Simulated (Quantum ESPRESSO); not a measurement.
# GaAs (F-43m) in Quantum ESPRESSO: equation of state, part 2 of 2

Quantum ESPRESSO 7.5. Earlier steps stand in the parts before.

### 7 Single point, PBE, 23.49 Å³/atom

The input, pw.in:

```
&CONTROL
  calculation = 'scf'
  prefix = 'pwscf'
  outdir = './tmp'
  pseudo_dir = './pseudo'
  tprnfor = .true.
  tstress = .true.
  disk_io = 'nowf'
/
&SYSTEM
  ibrav = 0
  nat = 2
  ntyp = 2
  ecutwfc = 70
  ecutrho = 560
  nbnd = 15
  occupations = 'smearing'
  smearing = 'fd'
  degauss = 0.00367493
/
&ELECTRONS
  conv_thr = 4d-10
  electron_maxstep = 120
  mixing_beta = 0.5
/
ATOMIC_SPECIES
As    74.9216 As.pbe-n-rrkjus_psl.0.2.UPF
Ga    69.7230 Ga.pbe-dn-kjpaw_psl.1.0.0.UPF
CELL_PARAMETERS angstrom
   0.0000000000    2.8640496607    2.8640496607
   2.8640496607    0.0000000000    2.8640496607
   2.8640496607    2.8640496607    0.0000000000
ATOMIC_POSITIONS crystal
As     0.7500000000    0.7500000000    0.7500000000
Ga     0.0000000000    0.0000000000    0.0000000000
K_POINTS automatic
8 8 8 0 0 0
```

Potentials or basis: SSSP 1.3 efficiency PBE.

Command:

```console
$ OMP_NUM_THREADS=1 pw.x -in pw.in > pw.out
```

pw.out:

```text
This program is part of the open-source Quantum ESPRESSO suite
     for quantum simulation of materials; please cite
         "P. Giannozzi et al., J. Phys.:Condens. Matter 21 395502 (2009);
         "P. Giannozzi et al., J. Phys.:Condens. Matter 29 465901 (2017);
         "P. Giannozzi et al., J. Chem. Phys. 152 154105 (2020);
     in publications or presentations arising from this work. More details at

     file Ga.pbe-dn-kjpaw_psl.1.0.0.UPF: wavefunction(s)  4S renormalized
     Message from routine setup:
     using ibrav=0 with symmetry is DISCOURAGED, use correct ibrav instead

     G-vector sticks info
     --------------------
     sticks:   dense  smooth     PW     G-vecs:    dense   smooth      PW
     Sum        2245    1135    337                70913    25101    4015

     Using Slab Decomposition

     bravais-lattice index     =            0
     lattice parameter (alat)  =       7.6541  a.u.
     unit-cell volume          =     317.0795 (a.u.)^3
     number of atoms/cell      =            2
     number of atomic types    =            2
     number of electrons       =        18.00
     number of Kohn-Sham states=           15
     kinetic-energy cutoff     =      70.0000  Ry
     charge density cutoff     =     560.0000  Ry
     scf convergence threshold =      4.0E-10
     mixing beta               =       0.5000
     number of iterations used =            8  plain     mixing
     Exchange-correlation= SLA  PW   PBX  PBC
                           (   1   4   3   4   0   0   0)

     celldm(1)=   7.654105  celldm(2)=   0.000000  celldm(3)=   0.000000
     celldm(4)=   0.000000  celldm(5)=   0.000000  celldm(6)=   0.000000

     crystal axes: (cart. coord. in units of alat)
               a(1) = (   0.000000   0.707107   0.707107 )
               a(2) = (   0.707107   0.000000   0.707107 )
               a(3) = (   0.707107   0.707107   0.000000 )

     reciprocal axes: (cart. coord. in units 2 pi/alat)
               b(1) = ( -0.707107  0.707107  0.707107 )
               b(2) = (  0.707107 -0.707107  0.707107 )
               b(3) = (  0.707107  0.707107 -0.707107 )

     PseudoPot. # 1 for As read from file:
     As.pbe-n-rrkjus_psl.0.2.UPF
     Pseudo is Ultrasoft + core correction, Zval =  5.0
     Generated using "atomic" code by A. Dal Corso  v.5.0.99 svn rev. 10869
     Using radial grid of 1209 points,  4 beta functions with:
                l(1) =   0
                l(2) =   0
                l(3) =   1
                l(4) =   1
     Q(r) pseudized with 0 coefficients

     PseudoPot. # 2 for Ga read from file:
     Ga.pbe-dn-kjpaw_psl.1.0.0.UPF
     Pseudo is Projector augmented-wave + core cor, Zval = 13.0
     Generated using "atomic" code by A. Dal Corso  v.5.1
     Shape of augmentation charge: PSQ
     Using radial grid of 1205 points,  6 beta functions with:
                l(1) =   0
                l(2) =   0
                l(3) =   1
                l(4) =   1
                l(5) =   2
                l(6) =   2
     Q(r) pseudized with 0 coefficients

     atomic species   valence    mass     pseudopotential
     As                5.00    74.92160     As( 1.00)
     Ga               13.00    69.72300     Ga( 1.00)

     24 Sym. Ops. (no inversion) found

   Cartesian axes

     site n.     atom                  positions (alat units)
         1        As     tau(   1) = (   1.0606602   1.0606602   1.0606602  )
         2        Ga     tau(   2) = (   0.0000000   0.0000000   0.0000000  )

     number of k points=    29  Fermi-Dirac smearing, width (Ry)=  0.0037
                       cart. coord. in units 2pi/alat
        k(    1) = (   0.0000000   0.0000000   0.0000000), wk =   0.0039062
        k(    2) = (   0.0883883   0.0883883  -0.0883883), wk =   0.0312500
        k(    3) = (   0.1767767   0.1767767  -0.1767767), wk =   0.0312500
        k(    4) = (   0.2651650   0.2651650  -0.2651650), wk =   0.0312500
        k(    5) = (  -0.3535534  -0.3535534   0.3535534), wk =   0.0156250
        k(    6) = (   0.1767767   0.0000000   0.0000000), wk =   0.0234375
[... 21 lines left out ...]
        k(   28) = (  -0.7071068   0.1767767  -0.0000000), wk =   0.0468750
        k(   29) = (  -0.7071068   0.3535534   0.0000000), wk =   0.0234375

     Dense  grid:    70913 G-vectors     FFT dimensions: (  60,  60,  60)

     Smooth grid:    25101 G-vectors     FFT dimensions: (  45,  45,  45)

     Initial potential from superposition of free atoms

     starting charge      17.9968, renormalised to      18.0000
     Starting wfcs are   13 randomized atomic wfcs +    2 random wfcs

     Self-consistent Calculation

     iteration #  1     ecut=    70.00 Ry     beta= 0.50
     Davidson diagonalization with overlap
     ethr =  1.00E-02,  avg # of iterations =  5.7

     Threshold (ethr) on eigenvalues was too large:
     Diagonalizing with lowered threshold

     Davidson diagonalization with overlap
     ethr =  2.37E-04,  avg # of iterations =  7.0

     total energy              =    -296.16750970 Ry
     estimated scf accuracy    <       0.04811687 Ry
[... 12 lines left out ...]
     total energy              =    -296.17690613 Ry
     estimated scf accuracy    <       0.00211012 Ry

     iteration #  4     ecut=    70.00 Ry     beta= 0.50
     Davidson diagonalization with overlap
     c_bands:  1 eigenvalues not converged
     ethr =  1.17E-05,  avg # of iterations =  4.0

     total energy              =    -296.17718582 Ry
     estimated scf accuracy    <       0.00029145 Ry

     iteration #  5     ecut=    70.00 Ry     beta= 0.50
     Davidson diagonalization with overlap
     c_bands:  1 eigenvalues not converged
     ethr =  1.62E-06,  avg # of iterations =  7.0

     total energy              =    -296.17731005 Ry
     estimated scf accuracy    <       0.00005013 Ry

     iteration #  6     ecut=    70.00 Ry     beta= 0.50
     Davidson diagonalization with overlap
     ethr =  2.79E-07,  avg # of iterations =  3.8
[... 53 lines left out ...]
     iteration # 14     ecut=    70.00 Ry     beta= 0.50
     Davidson diagonalization with overlap
     ethr =  3.36E-12,  avg # of iterations =  1.1

     End of self-consistent calculation

          k = 0.0000 0.0000 0.0000 (  3119 PWs)   bands (ev):

    -8.4746  -8.4746  -8.4746  -8.4059  -8.4059  -6.2025   6.2477   6.2477
     6.2477   6.4894   9.9698   9.9698   9.9698  13.7959  16.3107

          k = 0.0884 0.0884-0.0884 (  3137 PWs)   bands (ev):
[... 16 lines left out ...]
    -8.5415  -8.4578  -8.4578  -8.4018  -8.4018  -4.5595  -0.1822   5.1660
     5.1660   7.1424  10.8684  10.8684  14.0135  16.3982  18.0372

          k = 0.1768 0.0000 0.0000 (  3139 PWs)   bands (ev):

    -8.4923  -8.4686  -8.4686  -8.4083  -8.4040  -5.9732   4.2047   5.6300
     5.6300   8.4045   9.3439  10.8854  10.8854  14.2840  15.0619

          k = 0.2652 0.0884-0.0884 (  3140 PWs)   bands (ev):
[... 21 lines left out ...]
    -8.5239  -8.4609  -8.4590  -8.4074  -8.4033  -5.2102   1.5020   4.2446
     5.5647   8.4251  10.9496  10.9572  12.2584  14.5527  15.9372

          k = 0.0000-0.1768 0.1768 (  3130 PWs)   bands (ev):

    -8.5016  -8.4680  -8.4650  -8.4076  -8.4043  -5.7551   3.1206   4.9627
     5.9822   8.3691  10.2777  10.4330  11.5499  14.5138  15.4531

          k = 0.3536 0.0000 0.0000 (  3122 PWs)   bands (ev):

    -8.5287  -8.4536  -8.4536  -8.4155  -8.3996  -5.3283   2.1820   4.6492
     4.6492   8.2486   9.4173  12.7344  12.7344  13.5738  17.3294

          k = 0.4419 0.0884-0.0884 (  3133 PWs)   bands (ev):
[... 11 lines left out ...]
    -8.5503  -8.4509  -8.4458  -8.4093  -8.4029  -4.2019   0.0115   2.7744
     4.5967   8.6226  11.5738  12.6077  13.4531  14.7011  15.9434

          k = 0.0000-0.3536 0.3536 (  3134 PWs)   bands (ev):

    -8.5394  -8.4543  -8.4526  -8.4069  -8.4049  -4.6665   0.7185   3.0531
     5.0923   8.8910  11.7579  11.8415  11.9921  14.6300  16.4608

          k = 0.5303-0.0000 0.0000 (  3138 PWs)   bands (ev):

    -8.5594  -8.4382  -8.4382  -8.4237  -8.3952  -4.4308   0.4505   3.9525
     3.9525   7.7517   8.5478  14.7908  14.7908  15.3570  18.5531

          k =-0.0884-0.6187 0.6187 (  3140 PWs)   bands (ev):

    -8.5651  -8.4374  -8.4349  -8.4231  -8.3953  -4.0142  -0.1426   3.2958
     3.8702   7.9878   8.9058  14.5303  15.0396  16.7070  18.8816

          k = 0.0000-0.5303 0.5303 (  3150 PWs)   bands (ev):

    -8.5604  -8.4435  -8.4376  -8.4173  -8.3990  -3.9073  -0.2177   2.5882
     4.1069   8.2253  10.8015  14.0267  14.1607  14.7371  16.7469

          k =-0.7071 0.0000 0.0000 (  3138 PWs)   bands (ev):

    -8.5709  -8.4317  -8.4317  -8.4272  -8.3934  -3.8711  -0.3914   3.7077
     3.7077   7.7794   7.9114  16.1454  16.1454  16.9014  19.2081

          k = 0.3536 0.1768 0.0000 (  3131 PWs)   bands (ev):

    -8.5299  -8.4567  -8.4542  -8.4124  -8.4007  -5.1473   1.6305   3.9762
     5.0153   9.1911   9.6958  11.5956  12.4660  14.6069  17.0866

          k =-0.2652-0.4419 0.6187 (  3128 PWs)   bands (ev):
[... 16 lines left out ...]
    -8.5578  -8.4471  -8.4377  -8.4155  -8.3999  -3.9684  -0.1259   2.7717
     3.7349   9.2157  10.8537  12.0793  13.9473  15.5260  18.2739

          k = 0.0000-0.3536 0.5303 (  3134 PWs)   bands (ev):

    -8.5531  -8.4505  -8.4408  -8.4120  -8.4023  -4.0967   0.0327   2.6357
     4.0589   9.5144  11.4208  11.5794  13.8504  14.8191  16.5813

          k =-0.7071 0.1768-0.0000 (  3150 PWs)   bands (ev):

    -8.5653  -8.4394  -8.4341  -8.4212  -8.3965  -3.8465  -0.3117   3.2672
     3.3618   8.8345   8.9667  14.2267  14.4196  16.9835  18.3274

          k =-0.7071 0.3536 0.0000 (  3156 PWs)   bands (ev):

    -8.5590  -8.4478  -8.4352  -8.4149  -8.4011  -3.8215  -0.2224   2.8958
     3.0827  10.6908  10.9496  11.5615  12.2820  17.0434  18.2675

     the Fermi energy is     6.4009 ev

!    total energy              =    -296.17732465 Ry
     estimated scf accuracy    <          5.2E-11 Ry
     smearing contrib. (-TS)   =      -0.00001526 Ry
     internal energy E=F+TS    =    -296.17730939 Ry

     The total energy is F=E-TS. E is the sum of the following terms:
     one-electron contribution =    -121.61609998 Ry
     hartree contribution      =      75.85841072 Ry
     xc contribution           =     -47.38872319 Ry
     ewald contribution        =     -91.80205501 Ry
     one-center paw contrib.   =    -111.22884192 Ry

     convergence has been achieved in  14 iterations

     Forces acting on atoms (cartesian axes, Ry/au):

     atom    1 type  1   force =     0.00000000    0.00000000    0.00000000
     atom    2 type  2   force =     0.00000000    0.00000000    0.00000000

     Total force =     0.000000     Total SCF correction =     0.000000

     Computing stress (Cartesian axis) and pressure

          total   stress  (Ry/bohr**3)                   (kbar)     P=        5.82
   0.00003956   0.00000000   0.00000000            5.82        0.00        0.00
   0.00000000   0.00003956  -0.00000000            0.00        5.82       -0.00
   0.00000000  -0.00000000   0.00003956            0.00       -0.00        5.82

=------------------------------------------------------------------------------=
   JOB DONE.
=------------------------------------------------------------------------------=
```

Run time: 66 s. Hardware: 1 thread of Arm Neoverse V1, shared host; peak memory 0.3 GiB.

Results:

* Free energy: -4029.6978 eV
* Pressure: 0.6 GPa
* Band gap on the k mesh: 0.24 eV, direct

### 8 Single point, PBE, 23.94 Å³/atom

Edit pw.in of step 7 so:

```diff
@@ -29,5 +29,5 @@
 CELL_PARAMETERS angstrom
-   0.0000000000    2.8640496607    2.8640496607
-   2.8640496607    0.0000000000    2.8640496607
-   2.8640496607    2.8640496607    0.0000000000
+   0.0000000000    2.8822925071    2.8822925071
+   2.8822925071    0.0000000000    2.8822925071
+   2.8822925071    2.8822925071    0.0000000000
 ATOMIC_POSITIONS crystal
```

Command:

```console
$ OMP_NUM_THREADS=1 pw.x -in pw.in > pw.out
```

Wall time 73 s (1 thread of Arm Neoverse V1, shared host); peak memory 0.31 GiB.

It converged, with:

```
Free energy            : -4029.6984 eV
Pressure               : -0.6 GPa
Band gap on the k mesh : 0.10 eV, direct
```

### 9 Equation of state, PBE

Potentials or basis: SSSP 1.3 efficiency PBE.

No new run: the results of the series are fitted here.

What came out:

| Property | Result |
| --- | --- |
| Equilibrium volume | 23.76 Å³/atom |
| Bulk modulus | 61 GPa |
| Pressure derivative of the bulk modulus | 4.8 |

Energy against volume, from the lowest point:
```
volume (Å³/atom)  energy (meV/atom)
          21.234              62.66
          21.686              40.45
          22.138              23.63
          22.590              11.67
          23.041               4.05
          23.493               0.30
          23.945               0.00
```
